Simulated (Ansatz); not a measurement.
# Energy over volume and axial ratio for SrF2 (fluorite)

SrF2 (fluorite), conventional cell a = 5.857 Å, b = 5.857 Å, c = 5.857 Å, α = 90.00°, β = 90.00°, γ = 90.00°. The calculation uses the primitive cell of 3 atoms, to which meshes and values per cell refer.

The relaxed cell is deformed in two ways at once: its volume V is scaled, and at that volume it is stretched along z (the c axis of the conventional cell) so that c/a changes. Fractional atomic positions are held.

Level of theory: PBE (plane waves to 420 eV, PAW, scalar-relativistic; Ansatz, an electronic-structure program). k mesh 10×10×10 (Γ-centred), Fermi-Dirac smearing 0.05 eV. Energies are smeared free energies. Compression counts positive. SrF2 was relaxed with its symmetry unable to fall. ΔE is measured from the relaxed starting cell.

ΔE (meV/atom), with V/V₀ across and (c/a)/(c/a)₀ down:

| (c/a)/(c/a)₀ \ V/V₀ | 0.960 | 0.973 | 0.987 | 1.000 | 1.013 | 1.027 | 1.040 |
|---|---|---|---|---|---|---|---|
| 0.880 | 48.5 | 45.5 | 43.8 | 43.4 | 44.1 | 46.0 | 48.9 |
| 0.920 | 23.9 | 20.7 | 18.9 | 18.4 | 19.1 | 20.9 | 23.7 |
| 0.960 | 10.2 | 6.9 | 5.0 | 4.4 | 5.1 | 6.8 | 9.5 |
| 1.000 | 5.8 | 2.6 | 0.6 | 0.0 | 0.6 | 2.3 | 5.0 |
| 1.040 | 9.9 | 6.7 | 4.8 | 4.2 | 4.8 | 6.5 | 9.3 |
| 1.080 | 21.7 | 18.5 | 16.8 | 16.2 | 16.9 | 18.7 | 21.6 |
| 1.120 | 40.8 | 37.8 | 36.1 | 35.8 | 36.6 | 38.5 | 41.5 |

σzz − σxx (GPa), with V/V₀ across and (c/a)/(c/a)₀ down:

```
(c/a)/(c/a)₀ \ V/V₀  0.960  0.973  0.987  1.000  1.013  1.027  1.040
-------------------  -----  -----  -----  -----  -----  -----  -----
0.880                10.10  10.00   9.90   9.80   9.71   9.61   9.51
0.920                 6.49   6.44   6.38   6.33   6.27   6.22   6.16
0.960                 3.17   3.15   3.12   3.10   3.08   3.05   3.02
1.000                 0.00   0.00   0.00   0.00   0.00   0.00   0.00
1.040                -3.11  -3.10  -3.08  -3.06  -3.04  -3.02  -2.99
1.080                -6.25  -6.22  -6.18  -6.14  -6.10  -6.07  -6.02
1.120                -9.47  -9.42  -9.37  -9.31  -9.25  -9.19  -9.13
```

Derived quantities:

The shear modulus C′ = (C11 − C12)/2 (fit, atoms clamped) is 38 GPa. Lowest place on the grid: V/V₀ = 1.000, (c/a)/(c/a)₀ = 1.000 (0.0 meV/atom). Highest place on the grid: V/V₀ = 1.040, (c/a)/(c/a)₀ = 0.880 (48.9 meV/atom).

(A scan under strain: stresses follow from slopes of the energy per volume, elastic moduli from its curvatures.)
